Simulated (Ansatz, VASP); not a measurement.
Two plane-wave programs on BN

```
B N
1.0
     0.00000    0.00000    4.33766
     2.50768    3.33948    2.16883
    -2.50768    3.33948    2.16883
B N
4 4
Direct
  0.50011 0.75000 0.25000
  0.50011 0.25000 0.75000
  0.00011 0.50000 0.50000
  0.00011 0.00000 0.00000
  0.16659 0.75000 0.25000
  0.16659 0.25000 0.75000
  0.66659 0.50000 0.50000
  0.66659 0.00000 0.00000
```

Alike in both runs: task single point; functional PBE; dispersion D3(BJ); k mesh 6 × 6 × 6; occupations gaussian, width 0.05 eV; no spin polarisation.

|  | VASP | Ansatz |
| --- | --- | --- |
| version | VASP 6.6.1 | Ansatz 0.2.0 |
| potentials or method | VASP PAW PBE potentials, release 64 (B, N) | scalar-relativistic, plane waves, PAW |
| plane-wave cutoff (eV) | 520 | 420 |
| valence electrons in the cell | 32 | 32 |

```csv
,VASP,Ansatz,Ansatz less VASP
gap on the k mesh at the Fermi level (eV),3.61,3.62,+0.008
least direct gap on the mesh (eV),3.87,3.88,+0.006
pressure (GPa),0.1,0.0,-0.08
largest component of the traceless stress (GPa),0.21,0.02,-0.189
```

A k mesh can miss the band edges.
